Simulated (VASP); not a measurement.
# Li2O (Fm-3m) in VASP: notebook

Runs on Li2O. Level: PBE+D3(BJ). Tasks: single point, relaxation of cell and atoms.

Everything below comes from runs of VASP 6.6.1. Logs are shortened: lines on timing, memory, paths and dates and some standing lists are left out, and cuts for length are marked.

### 1 The structure

It takes space group Fm-3m (No. 225, cubic). Conventional cell: a = 4.626 Å, b = 4.626 Å, c = 4.626 Å, α = 90.00°, β = 90.00°, γ = 90.00°. Li (site symmetry -43m) is surrounded by 4 O at 2.00 Å. Around O (site symmetry m-3m) lie 8 Li at 2.00 Å.

### 2 Single point, PBE+D3(BJ) (relaxed again under DFT PBE+D3(BJ), scalar-relativistic, plane waves, PAW)

Contents of INCAR:

```
SYSTEM = Li2O
PREC = Accurate
ENCUT = 520
EDIFF = 1E-7
ISMEAR = 0
SIGMA = 0.02
LREAL = .FALSE.
LASPH = .TRUE.
NELM = 80
ALGO = Normal
ISIF = 2
LWAVE = .FALSE.
LCHARG = .FALSE.
GGA = PE
IVDW = 12
NBANDS = 13
```

Contents of KPOINTS:

```
Automatic mesh
0
G
  8 8 8
  0 0 0
```

Contents of POSCAR:

```
Li2O
1.0
    0.0000000000      2.2623015424      2.2623015424
    2.2623015424      0.0000000000      2.2623015424
    2.2623015424      2.2623015424      0.0000000000
Li O
2 1
Direct
    0.2500000000      0.2500000000      0.2500000000
    0.7500000000      0.7500000000      0.7500000000
    0.0000000000      0.0000000000      0.0000000000
```

Potentials or basis: VASP PAW PBE potentials, release 64 (Li_sv, O).

The run is started by

```sh
> cat potpaw_PBE.64/Li_sv/POTCAR potpaw_PBE.64/O/POTCAR > POTCAR
> mpirun -np 1 vasp_std > vasp.out
```

OUTCAR:

```text
SYSTEM = Li2O
   PREC = Accurate
   ENCUT = 520
   EDIFF = 1E-7
   ISMEAR = 0
   LREAL = .FALSE.
   LASPH = .TRUE.
   NELM = 80
   ISIF = 2
   GGA = PE
   IVDW = 12
 IVDW          = 12

 ion  position               nearest neighbor table
   1  0.250  0.250  0.250-   3 1.96   3 1.96   3 1.96   3 1.96   2 2.26   2 2.26   2 2.26   2 2.26
                             2 2.26   2 2.26
   2  0.750  0.750  0.750-   3 1.96   3 1.96   3 1.96   3 1.96   1 2.26   1 2.26   1 2.26   1 2.26
                             1 2.26   1 2.26
   3  0.000  0.000  0.000-   1 1.96   2 1.96   2 1.96   2 1.96   2 1.96   1 1.96   1 1.96   1 1.96

  LATTYP: Found a face centered cubic cell.
 ALAT       =     4.5246030848

  Lattice vectors:

 A1 = (   0.0000000000,   2.2623015424,   2.2623015424)
 A2 = (   2.2623015424,   0.0000000000,   2.2623015424)
 A3 = (   2.2623015424,   2.2623015424,   0.0000000000)

Analysis of symmetry for initial positions (statically):
=====================================================================
 Subroutine PRICEL returns:
 Original cell was already a primitive cell.

 Routine SETGRP: Setting up the symmetry group for a
 face centered cubic supercell.

 Subroutine GETGRP returns: Found 48 space group operations
 (whereof 48 operations were pure point group operations)
 out of a pool of 48 trial point group operations.

The static configuration has the point symmetry O_h .

Analysis of symmetry for dynamics (positions and initial velocities):
=====================================================================
 Subroutine PRICEL returns:
 Original cell was already a primitive cell.

 Routine SETGRP: Setting up the symmetry group for a
 face centered cubic supercell.

 Subroutine GETGRP returns: Found 48 space group operations
 (whereof 48 operations were pure point group operations)
 out of a pool of 48 trial point group operations.

The dynamic configuration has the point symmetry O_h .

 Subroutine INISYM returns: Found 48 space group operations
 (whereof 48 operations are pure point group operations),
 and found     1 'primitive' translations

----------------------------------------------------------------------------------------

                                     Primitive cell

  volume of cell :      23.1570

  direct lattice vectors                    reciprocal lattice vectors
     0.000000000  2.262301542  2.262301542    -0.221013862  0.221013862  0.221013862
     2.262301542  0.000000000  2.262301542     0.221013862 -0.221013862  0.221013862
     2.262301542  2.262301542  0.000000000     0.221013862  0.221013862 -0.221013862

  length of vectors
     3.199377523  3.199377523  3.199377523     0.382807237  0.382807237  0.382807237

  position of ions in fractional coordinates (direct lattice)
     0.250000000  0.250000000  0.250000000
     0.750000000  0.750000000  0.750000000
     0.000000000  0.000000000  0.000000000

  ion indices of the primitive-cell ions
   primitive index   ion index
                 1           1
                 2           2
                 3           3

----------------------------------------------------------------------------------------

 KPOINTS: Automatic mesh

Automatic generation of k-mesh.
 Grid dimensions read from file:
 generate k-points for:    8    8    8

 Generating k-lattice:

  Cartesian coordinates                     Fractional coordinates (reciprocal lattice)
    -0.027626733  0.027626733  0.027626733     0.125000000  0.000000000  0.000000000
     0.027626733 -0.027626733  0.027626733     0.000000000  0.125000000  0.000000000
     0.027626733  0.027626733 -0.027626733     0.000000000  0.000000000  0.125000000

  Length of vectors
     0.047850905  0.047850905  0.047850905

  Shift w.r.t. Gamma in fractional coordinates (k-lattice)
     0.000000000  0.000000000  0.000000000

 Subroutine IBZKPT returns following result:
 ===========================================

 Found     29 irreducible k-points:

 Following reciprocal coordinates:
            Coordinates               Weight
  0.000000  0.000000  0.000000      1.000000
  0.125000  0.000000  0.000000      8.000000
  0.250000  0.000000  0.000000      8.000000
  0.375000  0.000000  0.000000      8.000000
  0.500000  0.000000  0.000000      4.000000
  0.125000  0.125000  0.000000      6.000000
[... 16 lines left out ...]
  0.500000  0.250000  0.125000     48.000000
 -0.375000  0.250000  0.125000     24.000000
 [... further k-points ...]
   k-points           NKPTS =     29   k-points in BZ     NKDIM =     29   number of bands    NBANDS=     13
   number of dos      NEDOS =    301   number of ions     NIONS =      3
   total plane-waves  NPLWV =  13824
   dimension x,y,z NGX =    24 NGY =   24 NGZ =   24
   dimension x,y,z NGXF=    48 NGYF=   48 NGZF=   48
   ions per type =               2   1
   NGX,Y,Z   is equivalent  to a cutoff of  12.47, 12.47, 12.47 a.u.
   NGXF,Y,Z  is equivalent  to a cutoff of  24.94, 24.94, 24.94 a.u.
 SYSTEM =  Li2O
   PREC   = accura    normal or accurate (medium, high low for compatibility)
   ISTART =      0    job   : 0-new  1-cont  2-samecut
   ICHARG =      2    charge: 1-file 2-atom 10-const
   ISPIN  =      1    spin polarized calculation?
   LNONCOLLINEAR =      F non collinear calculations
   LSORBIT =      F    spin-orbit coupling
   LASPH  =      T    aspherical Exc in radial PAW
   ENCUT  =  520.0 eV  38.22 Ry    6.18 a.u.   5.95  5.95  5.95*2*pi/ulx,y,z
   NELM   =     80;   NELMIN=  2; NELMDL= -5     # of ELM steps
   EDIFF  = 0.1E-06   stopping-criterion for ELM
   LREAL  =      F    real-space projection
   EDIFFG = 0.1E-05   stopping-criterion for IOM
   NSW    =      0    number of steps for IOM
   IBRION =     -1    ionic relax: 0-MD 1-quasi-New 2-CG
   NFREE  =      0    steps in history (QN), initial steepest desc. (CG)
   ISIF   =      2    stress and relaxation
   ISYM   =      2    0-nonsym 1-usesym 2-fastsym
   POTIM  = 0.5000    time-step for ionic-motion
   TEBEG  =    0.0;   TEEND  =   0.0 temperature during run
   PSTRESS=    0.0 pullay stress
   NELECT =      12.0000    total number of electrons
   NUPDOWN=      -1.0000    fix difference up-down
   EMIN   =  10.00;   EMAX   =-10.00  energy-range for DOS
   EFERMI =   0.00;   METHOD = LEGACY
   ISMEAR =     0;   SIGMA  =   0.02  broadening in eV -4-tet -1-fermi 0-gaus
   EFERMI_NEDOS =   21; number of points for ismear=-14 and -15
   IALGO  =     38    algorithm
   IMIX   =      4    mixing-type and parameters
     AMIX     =   0.40;   BMIX     =  1.00
     AMIX_MAG =   1.60;   BMIX_MAG =  1.00
  volume/ion in A,a.u.               =       7.72        52.09
  Fermi-wavevector in a.u.,A,eV,Ry     =   1.314947  2.484889 23.525621  1.729084
  Thomas-Fermi vector in A             =   2.445164
   LORBIT       =      0    0 simple, 1 ext, 2 COOP (PROOUT), +10 PAW based schemes
   GGA     = PE    functional components
   LHFCALC =     F    Hartree Fock is set to
   AEXX    =    0.0000 exact exchange contribution
   IVDW    =    12    specifies the selected vdW correction
   LEPSILON=     F    determine dielectric tensor
   LRPA    =     F    only Hartree local field effects (RPA)
 non-spin polarized calculation
 Gauss-broadening in eV      SIGMA  =   0.02
  energy-cutoff  :      520.00
  volume of cell :       23.16
 maximum number of plane-waves:       636
   NGX = 11   NGY = 11   NGZ = 11

 number of electron      12.0000009 magnetization

 Free energy of the ion-electron system (eV)
  ---------------------------------------------------
  ext. energy  EPLUGINS =         0.00000000
  ---------------------------------------------------
  free energy    TOTEN  =       -14.31465919 eV

  energy without entropy =      -14.31465919  energy(sigma->0) =      -14.31465919

 E-fermi :   1.9691     XC(G=0): -10.0169

 val. band max:        1.6822613951   @ k =   0.0000   0.0000   0.0000
 cond. band min:       6.7733017826   @ k =   0.5000   0.5000   0.0000
 fundamental gap:      5.0910403875
 Fermi energy:         1.9690887512

 k-point     1 :       0.0000    0.0000    0.0000
  band No.  band energies     occupation
      1     -41.2018      2.00000
      2     -40.7997      2.00000
      3     -13.8688      2.00000
      4       1.6823      2.00000
      5       1.6823      2.00000
      6       1.6823      2.00000
      7       7.4320      0.00000
      8      13.9759      0.00000
      9      13.9759      0.00000
     10      13.9759      0.00000
     11      21.3423      0.00000
     12      21.3423      0.00000
     13      21.3424      0.00000

 k-point     2 :       0.1250    0.0000    0.0000
  band No.  band energies     occupation
      1     -41.1840      2.00000
      2     -40.8127      2.00000
      3     -13.8383      2.00000
      4       1.1495      2.00000
      5       1.6044      2.00000
      6       1.6044      2.00000
      7       7.8390      0.00000
      8      14.0366      0.00000
      9      14.2062      0.00000
     10      14.2063      0.00000
     11      19.9082      0.00000
     12      19.9082      0.00000
     13      21.9200      0.00000

 k-point     3 :       0.2500    0.0000    0.0000
  band No.  band energies     occupation
      1     -41.1340      2.00000
      2     -40.8506      2.00000
      3     -13.7603      2.00000
      4       0.0534      2.00000
      5       1.4279      2.00000
      6       1.4279      2.00000
      7       8.8324      0.00000
      8      13.9017      0.00000
      9      14.4758      0.00000
     10      14.4758      0.00000
     11      19.0428      0.00000
     12      19.0428      0.00000
     13      23.3399      0.00000

 k-point     4 :       0.3750    0.0000    0.0000
  band No.  band energies     occupation
      1     -41.0628      2.00000
      2     -40.9097      2.00000
      3     -13.6757      2.00000
      4      -0.8810      2.00000
      5       1.2657      2.00000
      6       1.2657      2.00000
      7      10.1535      0.00000
      8      13.1395      0.00000
      9      14.2680      0.00000
     10      14.2681      0.00000
     11      19.6481      0.00000
     12      19.6481      0.00000
     13      24.8607      0.00000

 k-point     5 :       0.5000    0.0000    0.0000
  band No.  band energies     occupation
      1     -40.9846      2.00000
      2     -40.9831      2.00000
      3     -13.6386      2.00000
      4      -1.2370      2.00000
      5       1.2021      2.00000
      6       1.2021      2.00000
      7      11.3075      0.00000
      8      12.1406      0.00000
      9      14.0894      0.00000
     10      14.0895      0.00000
     11      20.2593      0.00000
     12      20.2594      0.00000
     13      25.5762      0.00000
[... 257 lines left out ...]
 k-point    22 :       0.3750    0.2500    0.1250
  band No.  band energies     occupation
      1     -41.1013      2.00000
      2     -40.8739      2.00000
      3     -13.7062      2.00000
      4      -0.0543      2.00000
      5       0.7670      2.00000
      6       1.2302      2.00000
      7       8.8120      0.00000
      8      13.6541      0.00000
      9      14.9857      0.00000
     10      16.1783      0.00000
     11      16.3090      0.00000
     12      22.4031      0.00000
     13      24.9104      0.00000

 k-point    23 :       0.5000    0.2500    0.1250
  band No.  band energies     occupation
      1     -41.0440      2.00000
      2     -40.9213      2.00000
      3     -13.6394      2.00000
      4      -0.6545      2.00000
      5       0.5888      2.00000
      6       0.9962      2.00000
      7       9.4717      0.00000
      8      12.9320      0.00000
      9      15.3107      0.00000
     10      15.7774      0.00000
     11      18.0439      0.00000
     12      21.7670      0.00000
     13      25.0858      0.00000

 k-point    24 :      -0.3750    0.2500    0.1250
  band No.  band energies     occupation
      1     -40.9809      2.00000
      2     -40.9802      2.00000
      3     -13.6100      2.00000
      4      -0.9171      2.00000
      5       0.6231      2.00000
      6       0.8147      2.00000
      7       9.9139      0.00000
      8      12.5064      0.00000
      9      15.2547      0.00000
     10      15.7018      0.00000
     11      19.9399      0.00000
     12      20.2695      0.00000
     13      25.6513      0.00000

 [... further k-points ...]

------------------------ aborting loop because EDIFF is reached ----------------------------------------

 Edisp (eV)   -0.84504

 E8    (eV) :    -0.3290

  FORCE on cell =-STRESS in cart. coord.  units (eV):
  Direction    XX          YY          ZZ          XY          YZ          ZX
  --------------------------------------------------------------------------------------
  -------------------------------------------------------------------------------------
  Total       0.02041     0.02041     0.02041     0.00000    -0.00000    -0.00000
  in kB       1.41225     1.41225     1.41225     0.00000    -0.00000    -0.00000
  external pressure =        1.41 kB  Pullay stress =        0.00 kB

 VOLUME and BASIS-vectors are now :
 -----------------------------------------------------------------------------
  energy-cutoff  :      520.00
  volume of cell :       23.16
      direct lattice vectors                 reciprocal lattice vectors
     0.000000000  2.262301542  2.262301542    -0.221013862  0.221013862  0.221013862
     2.262301542  0.000000000  2.262301542     0.221013862 -0.221013862  0.221013862
     2.262301542  2.262301542  0.000000000     0.221013862  0.221013862 -0.221013862

 POSITION                                       TOTAL-FORCE (eV/Angst)
 -----------------------------------------------------------------------------------
      1.13115      1.13115      1.13115        -0.000000     -0.000000     -0.000000
      3.39345      3.39345      3.39345         0.000000      0.000000      0.000000
      0.00000      0.00000      0.00000         0.000000     -0.000000      0.000000
 -----------------------------------------------------------------------------------
    total drift:                               -0.000000      0.000000      0.000000

  FREE ENERGIE OF THE ION-ELECTRON SYSTEM (eV)
  ---------------------------------------------------
  free  energy   TOTEN  =       -15.1597000269 eV

  energy  without entropy=      -15.1597000269  energy(sigma->0) =      -15.15970003
```

Wall time 5.5 s (1 thread of Intel Xeon Platinum 8488C (Sapphire Rapids), shared host); peak memory 0.14 GiB.

Results:

```
Free energy                : -15.1597 eV
Band gap on the k mesh     : 5.09 eV, indirect (least direct gap 5.75 eV)
Dispersion energy per atom : -0.282 eV
```

Levels at points of the mesh, in eV from the valence-band top:
```tsv
k point	band 2	band 3	band 4	band 5	band 6	band 7	band 8	band 9	band 10	band 11
(0.00, 0.00, 0.00)	-42.48	-15.55	0.00	0.00	0.00	5.75	12.29	12.29	12.29	19.66
(0.50, 0.00, 0.00)	-42.67	-15.32	-2.92	-0.48	-0.48	9.63	10.46	12.41	12.41	18.58
(0.50, 0.50, 0.00)	-42.59	-15.28	-1.64	-1.49	-1.49	5.09	14.13	14.13	15.57	16.49
```

Caveat: the cutoff is under 1.25 times the usual one of these potentials, so pressure, stress and relaxed cells hold a basis-set (Pulay) error. A k mesh can miss the band edges.

### 3 Relaxation of cell and atoms, PBE+D3(BJ)

Contents of INCAR:

```
SYSTEM = Li2O
PREC = Accurate ; ENCUT = 600
EDIFF = 1E-6 ; ISMEAR = 0
SIGMA = 0.02 ; LREAL = .False.
LASPH = .True. ; NELM = 100
ALGO = Normal ; ISIF = 3
LWAVE = .False. ; LCHARG = .False.
GGA = PE ; IVDW = 12
IBRION = 2 ; NSW = 70
EDIFFG = -0.005
```

Contents of KPOINTS:

```
Automatic mesh
0
Gamma
  8 8 8
  0 0 0
```

Contents of POSCAR:

```
Li2O
1.0
    0.0000000000      2.3130253888      2.3130253888
    2.3130253888      0.0000000000      2.3130253888
    2.3130253888      2.3130253888      0.0000000000
Li O
2 1
Direct
    0.2500000000      0.2500000000      0.2500000000
    0.7500000000      0.7500000000      0.7500000000
    0.0000000000      0.0000000000      0.0000000000
```

Potentials or basis: VASP PAW PBE potentials, release 64 (Li_sv, O).

The run is started by

```sh
> cat potpaw_PBE.64/Li_sv/POTCAR potpaw_PBE.64/O/POTCAR > POTCAR
> mpirun -np 1 vasp_std > vasp.out
```

Run time: 18 s. Hardware: 1 thread of Intel Xeon Platinum 8488C (Sapphire Rapids), shared host; peak memory 0.16 GiB.

Results (log left out):

| Quantity | Value |
| --- | --- |
| Free energy | -15.1705 eV |
| Relaxed volume | 7.69 Å³/atom |
| Relaxed cell | a = 3.195 Å, b = 3.195 Å, c = 3.195 Å, α = 60.00°, β = 60.00°, γ = 60.00° |
| Space group after relaxing (to 0.05 Å) | Fm-3m (No. 225) |
| Energy gained by relaxing | 10.4 meV/atom |
| Ionic steps | 4 |
| Pressure after relaxing | 0.0 GPa |
| Band gap on the k mesh | 5.10 eV, indirect (least direct gap 5.78 eV) |
| Dispersion energy per atom | -0.283 eV |

The path:
| step | energy change (eV) | largest force (eV/Å) | pressure (GPa) | volume (Å³) |
| --- | --- | --- | --- | --- |
| 1 | 0.0000 | 0.0000 | -5.58 | 24.75 |
| 2 | -0.0258 | 0.0000 | -2.45 | 23.74 |
| 3 | -0.0310 | 0.0000 | -0.21 | 23.12 |
| 4 | -0.0311 | 0.0000 | 0.00 | 23.06 |

Final structure:
```
CELL_PARAMETERS angstrom
0.00000 2.25927 2.25927
2.25927 0.00000 2.25927
2.25927 2.25927 0.00000
ATOMIC_POSITIONS crystal
Li 0.25000 0.25000 0.25000
Li 0.75000 0.75000 0.75000
O 0.00000 0.00000 0.00000
```

Levels at points of the mesh, in eV from the valence-band top:
| k point | band 4 | band 5 | band 6 | band 7 | band 8 | band 9 |
| --- | --- | --- | --- | --- | --- | --- |
| (0.00, 0.00, 0.00) | 0.00 | 0.00 | 0.00 | 5.78 | 12.32 | 12.32 |
| (0.50, 0.00, 0.00) | -2.93 | -0.48 | -0.48 | 9.65 | 10.50 | 12.43 |
| (0.50, 0.50, 0.00) | -1.65 | -1.50 | -1.50 | 5.10 | 14.18 | 14.18 |

Caveat: the cutoff is under 1.25 times the usual one of these potentials, so pressure, stress and relaxed cells hold a basis-set (Pulay) error. A k mesh can miss the band edges.
